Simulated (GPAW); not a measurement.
Runs of GPAW 26.7.0 on Fe2Ge. Symmetry: P6/mmm, No. 191, hexagonal system. Conventional cell: a = 4.164 Å, b = 4.164 Å, c = 2.626 Å, α = 90.00°, β = 90.00°, γ = 120.00°. Ge (site symmetry 6/mmm) is surrounded by 2 Ge at 2.63 Å and 12 Fe at 2.74 Å. Fe (site symmetry -6m2) has 5 Fe at 2.40 to 2.63 Å and 6 Ge at 2.74 Å as nearest neighbours. The cell comes from a database or a generator and needn't be the stable form of this composition.

```tsv
level	gap on the mesh (eV)	pressure (GPa)	moment (μB)	relaxed volume (Å³/atom)
PBEsol+D3(BJ)	none	0.0	(a)	11.48
PBEsol+D3	none	-0.2	4.09	12.04
PBEsol+D4	none	-0.1	(b)	12.17
PBEsol+D3(BJ)+ATM	none	-0.2	4.07	12.04
PBEsol	none	0.1	4.44	12.41
```

Alike in all rows: task relaxation of cell and atoms; potentials or basis PAW data sets generated in the run's folder for this functional, pw; spin collinear, ferromagnetic start; cell relaxed; k mesh 5 × 5 × 7; cutoff (eV) 600; smearing fermi-dirac 0.05 eV.

Question: Fill in the values left out.

Answer: (a) 2.35; (b) 4.26.

Caveats: each step starts from the last one's moments, so a moment once lost doesn't come back; later steps reuse the first step's grids; pairwise dispersion overbinds metals, which lowers pressure and volume (some runs).

A k mesh can miss the band edges, and the runs leave out spin-orbit coupling on Ge.

A gap of «none» marks a metal or a gap under the smearing width.
